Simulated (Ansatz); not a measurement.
# Pt (Im-3m) in Ansatz: a series of runs

Aim: see how the results for Pt move with the level of theory and the settings. Levels: PBEsol, revPBE, BLYP. Tasks: relaxation of cell and atoms.

All numbers are computed with Ansatz 0.2.0; they aren't measurements. Logs are shortened: lines on timing, memory, paths and dates and some standing lists are left out, and cuts for length are marked.

## (1) The crystal as given

The structure is cubic, space group Im-3m (No. 229). The conventional cell has a = 3.168 Å, b = 3.168 Å, c = 3.168 Å, α = 90.00°, β = 90.00°, γ = 90.00°. Around Pt (site symmetry m-3m) lie 8 Pt at 2.74 Å.

This isn't the form of Pt at room conditions, which is fcc.

## (2) Relaxation of cell and atoms, PBEsol

Input file input.yaml:

```yaml
crystal:
  lattice:
    - [-1.58422, 1.58422, 1.58422]
    - [1.58422, -1.58422, 1.58422]
    - [1.58422, 1.58422, -1.58422]
  atoms:
    - { symbol: Pt, position: [0.0, 0.0, 0.0] }
hamiltonian:
  xc: pbesol
  pseudopotentials: { kind: paw }
kpoints:
  mp_grid: { grid: [12, 12, 12] }
scf:
  occupations: { method: fermi_dirac, width: 0.05 }
output:
  forces: true
  stress: true
  eigenvalues: true
  write_density: true
  write_potential: true
  elf: true
  volumetric_format: npy
relax:
  f_tol: 0.01
  max_steps: 40
  cell: { stress_tol: 0.05 }
```

Potentials or basis: Ansatz PAW.

Launch:

```console
$ ansatz run input.yaml --threads 2 --pin off --max-ram 5632MiB --backend cpu --events-out ev --progress --plain --runs-dir out
```

Output:

```text
Warning: RAYON_NUM_THREADS=2 ignored (pool sized by the plan → 2); use --threads N
Engine: ansatz 0.2.0, x86_64-unknown-linux-gnu
Pseudopotentials: kind: paw
Pseudopotential: Pt, paw, valence charge 18, recommended cutoff 420 eV (normal), Pt.paw.azcp
Functional definition: PBEsol
  exchange = pbesol_x
  correlation = pbesol_c
Crystal: 1 atoms, lattice volume = 15.904 Å³
Basis set: ecut = 420 eV, 321 PW (Γ), exchange–correlation on 40×40×40 points (8 copies of the dense FFT grid, shifted against one another)
Bands: 13, of which v1, the nominal top of the filled ones, is band 9 counted from 1 (8 counted from 0)
Symmetry: 48 space group operations
Space group: Im-3m (ITA 229), of the structure as read, at distance tolerance 2.5e-5 Å
k-points: 72 of 1728
Non-local potential: Pt, projectors of the file, l = 0: 3, l = 1: 2, l = 2: 2, l = 3: 1
PAW form: soft (Blöchl's): semilocal exchange-correlation on the pseudo side does not see the compensation charge
PAW frozen core: Pt, regenerated for the run's functional, and the local potential with it (the file was generated under x = pbe(κ = 0.804, μ = 0.2195149727645171), c = pbe(β = 0.06672455060314922))
PAW one-centre angular grid: Pt, 590 points (default); XC on 64 Gauss nodes
Initial density: superposition of atomic densities (neutral atoms: chi_scale 0, normalization atom), corrected by the library's trained network
Initial wavefunctions: pseudopotential atomic-orbital guess
Functional: x = pbesol(κ = 0.804, μ = 0.12345679012345678), c = pbesol(β = 0.046)
SCF iter   1: F=—  HF=-12383.700387 eV  |F-HF|=—  |Δ(HF+E_count)|=         —  Δρ=5.11e-3  dr2=2.78e-3  ethr=1.77e-3  ⟨swp⟩=5.0  Hψ=5191  notcnv=0
preconditioner: auto → none  [metal: Δε(μ)=0.087 eV  Ē_g=13.521 eV  σ=0.050 eV  W_gap=0.41  n_scr=0 (ndim 8)  ℏωp=29.4 eV  f_vac=0.000  D(μ)=0.69/eV (n_scr^D=0)]
SCF iter   2: F=—  HF=-12383.699797 eV  |F-HF|=—  |Δ(HF+E_count)|=   5.91e-4  Δρ=1.92e-3  dr2=1.73e-4  ethr=1.54e-5  ⟨swp⟩=2.4  Hψ=1992  notcnv=0
SCF iter   3: F=—  HF=-12383.699821 eV  |F-HF|=—  |Δ(HF+E_count)|=   2.40e-5  Δρ=9.99e-4  dr2=3.29e-5  ethr=9.59e-7  ⟨swp⟩=2.5  Hψ=1447  notcnv=0
SCF iter   4: F=—  HF=-12383.699850 eV  |F-HF|=—  |Δ(HF+E_count)|=   2.89e-5  Δρ=1.67e-4  dr2=8.62e-7  ethr=1.83e-7  ⟨swp⟩=2.0  Hψ=1384  notcnv=0
iter 5 did not close the SCF: its close was put off for the readings that it lacked (scf_convergence_deferred on its scf_iter line)
SCF iter   5: F=-12383.699851 eV  HF=-12383.699851 eV  |F-HF|=5.55e-9  |Δ(HF+E_count)|=   1.02e-6  Δρ=1.70e-5  dr2=1.10e-8  ethr=4.79e-9  ⟨swp⟩=2.2  Hψ=1412  notcnv=0
SCF iter   6: F=-12383.699851 eV  HF=-12383.699851 eV  |F-HF|=1.64e-11  |Δ(HF+E_count)|=   6.54e-9  Δρ=8.33e-7  dr2=3.22e-11  ethr=6.10e-11  ⟨swp⟩=4.1  Hψ=4480  notcnv=0
SCF 1 converged in 6 iterations: F = -12383.699851 eV  dr2 = 3.22e-11
[... 43 lines left out ...]
Initial wavefunctions: pseudopotential atomic-orbital guess (no wavefunctions were taken with the density)
iter 1 solved again at ethr=3.33e-8 eV; its pass at ethr=3.10e-3 eV (dr2=6.00e-6 eV) is discarded
SCF iter   1: F=—  HF=-12383.725867 eV  |F-HF|=—  |Δ(HF+E_count)|=         —  Δρ=1.18e-4  dr2=2.89e-7  ethr=3.33e-8  ⟨swp⟩=2.8  Hψ=7442  notcnv=0
SCF iter   2: F=—  HF=-12383.725872 eV  |F-HF|=—  |Δ(HF+E_count)|=   5.04e-6  Δρ=5.66e-5  dr2=6.18e-8  ethr=1.60e-9  ⟨swp⟩=1.9  Hψ=1474  notcnv=0
SCF iter   3: F=—  HF=-12383.725872 eV  |F-HF|=—  |Δ(HF+E_count)|=   4.31e-8  Δρ=7.58e-6  dr2=6.98e-9  ethr=3.44e-10  ⟨swp⟩=2.2  Hψ=1580  notcnv=0
SCF iter   4: F=—  HF=-12383.725872 eV  |F-HF|=—  |Δ(HF+E_count)|=   1.64e-9  Δρ=2.05e-6  dr2=1.59e-10  ethr=3.88e-11  ⟨swp⟩=2.3  Hψ=1377  notcnv=0
SCF iter   5: F=-12383.725872 eV  HF=-12383.725872 eV  |F-HF|=0.00e0  |Δ(HF+E_count)|=  7.64e-11  Δρ=1.16e-7  dr2=7.24e-13  ethr=1.00e-12  ⟨swp⟩=3.8  Hψ=3669  notcnv=0
SCF 6 converged in 5 iterations: F = -12383.725872 eV  dr2 = 7.24e-13
relax step   6: F+E_penalty+E_count = -12383.72587189 eV  Δ(F+E_penalty+E_count) = +2.906e-4 eV  max|allowed force component| = 0.000e0 eV/Å  Δτ_max = 0.0000 Å  P = +0.014 GPa  Ω = 15.194 Å³  stress off target by 1.38e-2 GPa  SCF on the basis re-selected at this cell (its energy is not comparable with the rows above)  (5 SCF iters)
basis re-selected at this cell: Δ(F+E_penalty+E_count) = +2.906e-4 eV, ΔP = +0.018 GPa vs the last step (what re-selecting the basis moved, of the pressure what is left beyond the Pulay correction that the steps carried, after the strain that the cell walked since its last selection, with what the two solves' SCF thresholds leave and, on support functions, any second-order correction that the steps lacked; it is no measure of the basis error at this ecutwfc). This SCF's stress stands 1.38e-2 GPa from its target on what of the cell is left free (relax.cell.stress_tol is 5.00e-2 GPa) and its largest allowed force component is 0.00e0 eV/Å (relax.f_tol is 1.00e-2 eV/Å): within both
SCF converged after 5 iterations
Free energy (F): -12383.725872 eV
Harris-Foulkes:  -12383.725872 eV  (|F-HF|=0.00e0)
Internal energy: -12383.720211 eV  (E = F + TS)
E sigma→0 (E₀):  -12383.723042 eV
Entropy (-TS):   -0.005661 eV (-5.661 meV/atom)
Fermi energy:    22.695167 eV
--- Per-component energies (eV) ---
  E_band       = -134.554767
  E_kinetic    = 638.373439
  E_local      = -1474.125416  (includes V_loc(G=0)·N_el)
  E_nonlocal   = 203.234899
  E_hartree    = 545.847076
  E_xc         = -260.402210
  E_vxc        = -302.489270  (∫ρ·V_xc dr)
  E_paw        = -9316.488365  (= ΣΔE_a)
  E_vpaw       = -291.242777  (= ΣTr[D̂ρ^β])
  E_aug_tail   = 0.000176  (compensation charges beyond the density's cutoff)
  E_ewald      = -2720.446791
  E_core_change = 0.286981  (= ΣΔE_core)
  E_smearing   = -0.005661  (= −TS)
  E_closure    = 0.000000  (closes the sum)
  Σ components = -12383.725872   (vs F -12383.725872, Δ=0.00e0)
--- Forces (eV/Å), atoms counted from 1 ---
  atom   1  Pt    -0.00000000    -0.00000000    -0.00000000
  max |Σ_I F_I| component: 2.57e-32 eV/Å
--- Stress (GPa, compression-positive) ---
        0.013838      -0.000000       0.000000
        0.000000       0.013838      -0.000000
       -0.000000       0.000000       0.013838
  P = ⅓ Tr σ = 0.0138 GPa (0.138 kbar)
--- Band table (eV; the first three rows and the last of 72) ---
  k-point 0: bands = ["-75.4695", "-29.4233", "-29.4233", "-29.4233", "12.7897", "19.0584", "19.0584", "19.0584", "21.7239", "21.7239", "39.7702", "39.7702", "39.7702"]
  k-point 1: bands = ["-75.4671", "-29.4559", "-29.4346", "-29.4231", "13.0830", "18.9408", "19.0558", "19.2984", "21.5744", "21.7323", "39.9021", "40.0215", "40.2023"]
  k-point 2: bands = ["-75.4605", "-29.5444", "-29.4655", "-29.4225", "13.8986", "18.6333", "19.0227", "19.9938", "21.3169", "21.7658", "39.8545", "39.8922", "41.4316"]
  k-point 71: bands = ["-75.4051", "-29.7768", "-29.7768", "-29.7768", "16.2805", "16.2805", "23.3538", "23.3538", "23.3538", "30.4730", "30.4730", "30.4730", "36.0846"]
--- Relaxed structure (5 steps of the walk, 4 accepted, 1 SCFs on fresh bases) ---
  F+E_penalty+E_count = -12383.72587189 eV   max|allowed force component| = 0.000e0 eV/Å   (the final SCF, on the basis selected at the relaxed cell)
  cell:  # Å, volume = 15.1943 Å³
    - [-1.560294214785114, 1.560294214785114, 1.560294214785114]
    - [1.560294214785114, -1.560294214785114, 1.560294214785114]
    - [1.560294214785114, 1.560294214785114, -1.560294214785114]
  atoms:
    - { symbol: Pt, position: [0.0, 0.0, 0.0] }
```

rho_z.tsv:

```text
# z_ang	rho[e/angstrom^3]
# format = ansatz-planar-average/11
# lattice	-1.560294215	1.560294215	1.560294215
# lattice	1.560294215	-1.560294215	1.560294215
# lattice	1.560294215	1.560294215	-1.560294215
# sites	1
# site	78	0.000000000	0.000000000	0.000000000
0.000000	2.269719e0
0.135125	2.206715e0
0.270251	2.023689e0
0.405376	1.741848e0
0.540502	1.402532e0
0.675627	1.060981e0
[... 12 lines left out ...]
2.432258	2.023689e0
2.567383	2.206715e0
```

v_z.tsv:

```text
# z_ang	v_es[eV]	v_tot[eV]
# format = ansatz-planar-average/11
# xc	pbesol
# density_cutoff_ev	1680
# datasets	Pt=:simpson_from_first_knot:soft:shift=-937721
# lattice	-1.560294215	1.560294215	1.560294215
# lattice	1.560294215	-1.560294215	1.560294215
# lattice	1.560294215	1.560294215	-1.560294215
# sites	1
# site	78	0.000000000	0.000000000	0.000000000
0.000000	-3.427120e-1	-1.717792e1
0.135125	1.870192e-1	-1.652496e1
0.270251	1.730792e0	-1.461193e1
0.405376	4.162280e0	-1.157853e1
0.540502	7.294954e0	-7.656275e0
0.675627	1.087700e1	-3.178141e0
[... 12 lines left out ...]
2.432258	1.730792e0	-1.461193e1
2.567383	1.870192e-1	-1.652496e1
```

Run time: 3 s. Hardware: 2 threads of Intel Xeon Platinum 8488C (Sapphire Rapids), shared host; peak memory 0.35 GiB.

What came out:

- Free energy: -12383.7259 eV
- Relaxed volume: 15.19 Å³/atom
- Relaxed cell: a = 2.703 Å, b = 2.703 Å, c = 2.703 Å, α = 109.47°, β = 109.47°, γ = 109.47°
- Space group after relaxing (to 0.05 Å): Im-3m (No. 229)
- Energy gained by relaxing: 26.0 meV/atom
- Ionic steps: 5
- Pressure after relaxing: 0.0 GPa
- Band gap on the k mesh: none (metal or under the smearing width)

Step by step:
```
step  energy change (eV)  largest force (eV/Å)  volume (Å³)
   1              0.0000                0.0000        15.90
   2             -0.0253                0.0000        15.32
   3             -0.0263                0.0000        15.18
   4             -0.0263                0.0000        15.19
   5             -0.0260                0.0000        15.19
```

Final structure:
```
Pt
1.0
    -1.56029    1.56029    1.56029
     1.56029   -1.56029    1.56029
     1.56029    1.56029   -1.56029
Pt
1
Direct
  0.00000 0.00000 0.00000
```

Caveat: the plane-wave basis is chosen anew once the cell has moved, so the energies of steps on either side of that aren't comparable; the PAW data sets come from PBE, with cores solved anew for the run's functional, which leaves a small shift of forces and pressure.

## (3) Relaxation of cell and atoms, revPBE

input.yaml: that of step 2 with these lines changed.

```diff
@@ -8,3 +8,3 @@
 hamiltonian:
-  xc: pbesol
+  xc: revpbe
   pseudopotentials: { kind: paw }
```

Potentials or basis: Ansatz PAW.

Launch:

```console
$ ansatz run input.yaml --threads 2 --pin off --max-ram 5632MiB --backend cpu --events-out ev --progress --plain --runs-dir out
```

Output:

```text
Warning: RAYON_NUM_THREADS=2 ignored (pool sized by the plan → 2); use --threads N
[... 3 set-up lines as earlier in the session ...]
Functional definition: revPBE
  parameter kappa = 1.245
  parameter beta = 0.06672455060314922
  exchange = pbe_x(kappa = kappa, mu = beta*pi^2/3)
  correlation = pbe_c(beta = beta)
Crystal: 1 atoms, lattice volume = 15.904 Å³
Basis set: ecut = 420 eV, 321 PW (Γ), exchange–correlation on 40×40×40 points (8 copies of the dense FFT grid, shifted against one another)
Bands: 13, of which v1, the nominal top of the filled ones, is band 9 counted from 1 (8 counted from 0)
[... 2 set-up lines as earlier in the session ...]
k-points: 72 of 1728
[... 6 set-up lines as earlier in the session ...]
Functional: x = revpbe(κ = 1.245, μ = 0.2195149727645171), c = pbe(β = 0.06672455060314922)
SCF iter   1: F=—  HF=-12532.744138 eV  |F-HF|=—  |Δ(HF+E_count)|=         —  Δρ=4.65e-3  dr2=2.19e-3  ethr=1.77e-3  ⟨swp⟩=5.0  Hψ=5068  notcnv=0
preconditioner: auto → none  [metal: Δε(μ)=0.086 eV  Ē_g=13.592 eV  σ=0.050 eV  W_gap=0.40  n_scr=0 (ndim 8)  ℏωp=29.4 eV  f_vac=0.000  D(μ)=0.71/eV (n_scr^D=12)]
[... 52 lines left out ...]
  E_nonlocal   = 199.623233
  E_hartree    = 570.445978
  E_xc         = -261.562116
  E_vxc        = -302.227539  (∫ρ·V_xc dr)
  E_paw        = -9463.722017  (= ΣΔE_a)
  E_vpaw       = -287.905419  (= ΣTr[D̂ρ^β])
  E_aug_tail   = 0.000196  (compensation charges beyond the density's cutoff)
  E_ewald      = -2673.188930
  E_core_change = -0.027013  (= ΣΔE_core)
  E_smearing   = -0.006320  (= −TS)
  E_closure    = 0.000000  (closes the sum)
  Σ components = -12532.745026   (vs F -12532.745026, Δ=0.00e0)
--- Forces (eV/Å), atoms counted from 1 ---
  atom   1  Pt     0.00000000    -0.00000000     0.00000000
  max |Σ_I F_I| component: 3.04e-31 eV/Å
--- Stress (GPa, compression-positive) ---
       -0.044851       0.000000       0.000000
        0.000000      -0.044851       0.000000
       -0.000000      -0.000000      -0.044851
  P = ⅓ Tr σ = -0.0449 GPa (-0.449 kbar)
--- Band table (eV; the first three rows and the last of 72) ---
  k-point 0: bands = ["-76.5549", "-30.6025", "-30.6025", "-30.6025", "12.1175", "18.0555", "18.0555", "18.0555", "20.4840", "20.4840", "38.5415", "38.5415", "38.5415"]
  k-point 1: bands = ["-76.5530", "-30.6291", "-30.6118", "-30.6023", "12.3959", "17.9489", "18.0549", "18.2768", "20.3515", "20.4918", "38.6513", "38.7163", "38.9413"]
  k-point 2: bands = ["-76.5480", "-30.7014", "-30.6373", "-30.6017", "13.1730", "17.6693", "18.0307", "18.9172", "20.1205", "20.5217", "38.3424", "38.5335", "40.0764"]
  k-point 71: bands = ["-76.5050", "-30.8940", "-30.8940", "-30.8940", "15.5136", "15.5136", "21.9791", "21.9791", "21.9791", "29.1270", "29.1270", "29.1270", "34.1080"]
--- Relaxed structure (3 steps of the walk, 2 accepted, 1 SCFs on fresh bases) ---
  F+E_penalty+E_count = -12532.74502647 eV   max|allowed force component| = 0.000e0 eV/Å   (the final SCF, on the basis selected at the relaxed cell)
  cell:  # Å, volume = 16.0144 Å³
    - [-1.5878778126647273, 1.5878778126647273, 1.5878778126647273]
    - [1.5878778126647273, -1.5878778126647273, 1.5878778126647273]
    - [1.5878778126647273, 1.5878778126647273, -1.5878778126647273]
  atoms:
    - { symbol: Pt, position: [0.0, 0.0, 0.0] }
```

rho_z.tsv:

```text
# z_ang	rho[e/angstrom^3]
# format = ansatz-planar-average/11
# lattice	-1.587877813	1.587877813	1.587877813
# lattice	1.587877813	-1.587877813	1.587877813
# lattice	1.587877813	1.587877813	-1.587877813
# sites	1
# site	78	0.000000000	0.000000000	0.000000000
0.000000	2.190633e0
0.137514	2.127754e0
0.275029	1.945280e0
0.412543	1.664933e0
0.550057	1.329108e0
0.687571	9.940474e-1
0.825086	7.103474e-1
0.962600	5.071950e-1
1.100114	3.856967e-1
1.237628	3.260054e-1
1.375143	3.083739e-1
1.512657	3.260054e-1
1.650171	3.856967e-1
1.787685	5.071950e-1
1.925200	7.103474e-1
2.062714	9.940474e-1
2.200228	1.329108e0
2.337742	1.664933e0
2.475257	1.945280e0
2.612771	2.127754e0
```

It took 3.1 s on 2 threads of Intel Xeon Platinum 8488C (Sapphire Rapids), shared host; peak memory 0.36 GiB.

What came out:

```
Free energy                            : -12532.7450 eV
Relaxed volume                         : 16.01 Å³/atom
Relaxed cell                           : a = 2.750 Å, b = 2.750 Å, c = 2.750 Å, α = 109.47°, β = 109.47°, γ = 109.47°
Space group after relaxing (to 0.05 Å) : Im-3m (No. 229)
Energy gained by relaxing              : 0.5 meV/atom
Ionic steps                            : 3
Pressure after relaxing                : 0.0 GPa
Band gap on the k mesh                 : none (metal or under the smearing width)
```

The path:
```
step  energy change (eV)  largest force (eV/Å)  volume (Å³)
   1              0.0000                0.0000        15.90
   2             -0.0005                0.0000        16.01
   3             -0.0005                0.0000        16.01
```

Final structure:
```
CELL_PARAMETERS angstrom
-1.58788 1.58788 1.58788
1.58788 -1.58788 1.58788
1.58788 1.58788 -1.58788
ATOMIC_POSITIONS crystal
Pt 0.00000 0.00000 0.00000
```

Levels at points of the mesh, in eV from the Fermi level:
| k point | band 5 | band 6 | band 7 | band 8 | band 9 | band 10 | band 11 | band 12 | band 13 |
| --- | --- | --- | --- | --- | --- | --- | --- | --- | --- |
| (0.00, 0.00, 0.00) | -9.28 | -3.34 | -3.34 | -3.34 | -0.91 | -0.91 | 17.14 | 17.14 | 17.14 |
| (0.00, 0.00, -0.50) | -6.37 | -4.74 | -1.09 | -0.60 | 0.38 | 1.09 | 6.28 | 13.33 | 15.84 |
| (-0.50, -0.50, -0.50) | -5.89 | -5.89 | 0.58 | 0.58 | 0.58 | 7.73 | 7.73 | 7.73 | 12.71 |

Caveat: the plane-wave basis is chosen anew once the cell has moved, so the energies of steps on either side of that aren't comparable; the PAW data sets come from PBE, with cores solved anew for the run's functional, which leaves a small shift of forces and pressure.

(Continued in part 2 of 2.)
